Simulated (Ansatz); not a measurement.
**BN: holes, doping and thermopower**

Plane-wave DFT in Ansatz, PBEsol, scalar-relativistic PAW potentials, cutoff 420 eV, no spin-orbit coupling; no spin polarisation. BN in space group R3m, which needn't be the usual phase of this composition. Boltzmann transport at 300 K in rigid bands with one relaxation time, bands interpolated from the k mesh 12×12×12; values are means over x, y, z.

| holes (cm⁻³) | size of S (μV/K) | σ/τ (Ω⁻¹ m⁻¹ s⁻¹) |
| --- | --- | --- |
| 10^18 | 689.6 | 3e+16 |
| 10^19 | ? | 3e+17 |
| 10^20 | 293.0 | 2.99e+18 |
| 10^21 | 102.6 | 2.95e+19 |

Task: Take the lowest doping as non-degenerate: get the effective density of states and the masses, and predict the missing S.

Result: For parabolic bands and one τ, |S| = (k_B/e)(5/2 − η) with k_B/e = 86.17 μV/K and n = N e^η. The first row gives η = -5.50, N = 24.53×10¹⁹ cm⁻³ and, from N = 2.509×10¹⁹ cm⁻³ × m_d^(3/2), a density-of-states mass of 4.57 mₑ (all valleys and bands together). σ/τ = ne²/m_c gives a conductivity mass of 0.94 mₑ; m_d is 4.9 times m_c, the sign of several valleys, several bands or anisotropy. A decade of doping costs (k_B/e) ln 10 = 198.4 μV/K, which predicts 491 μV/K; the run gave 491.2. The gas is still far from degenerate, so the rule holds. At 10^21 cm⁻³ the rule would give 94 μV/K against 102.6. Scattering that depends on energy changes the 5/2, and whether such doping can be reached wasn't computed.

Cost: about 2.9 core-minutes for the runs cited, on Arm Neoverse V1 (shared hosts).